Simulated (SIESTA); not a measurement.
KTaO3:

```
Ta K O
1.0
     3.98830    0.00000    0.00000
     0.00000    3.98830    0.00000
     0.00000    0.00000    3.98830
Ta K O
1 1 3
Direct
  0.00000 0.00000 0.00000
  0.50000 0.50000 0.50000
  0.00000 0.00000 0.50000
  0.00000 0.50000 0.00000
  0.50000 0.00000 0.00000
```

Program: SIESTA 5.4.2. Alike in all runs: no spin polarisation; cell as given; smearing fermi-dirac 0.05 eV; grid cutoff 800 Ry; energy shift 0.003 Ry.

**Question.** Order these runs on this cell by their pressure, lowest first.
A. level LDA; potentials or basis PseudoDojo 0.4 standard (LDA files), SZP (energy shift 0.003 Ry; d shell added on K); k mesh 5 × 5 × 5; wannier functions 20; bands left out below 0; wannier mesh 4 × 4 × 4
B. level BLYP; potentials or basis PseudoDojo 0.4 standard (PBE files), DZP (energy shift 0.003 Ry; two zetas on semicore shells; d shell added on K); k mesh 7 × 7 × 7
C. level AM05; potentials or basis PseudoDojo 0.4 standard (PBEsol files), DZP (energy shift 0.003 Ry; two zetas on semicore shells; d shell added on K); k mesh 7 × 7 × 7

**Answer.** A (-2.9 GPa), C (2.7 GPa), B (13.3 GPa).

Caveats: short orbitals over semicore shells can move pressures by several GPa; the basis of atomic orbitals isn't converged, which shifts pressures, moduli and gaps; the potentials were made for another functional, which shifts forces and pressure (some runs).

Not every run made on this cell is shown here.
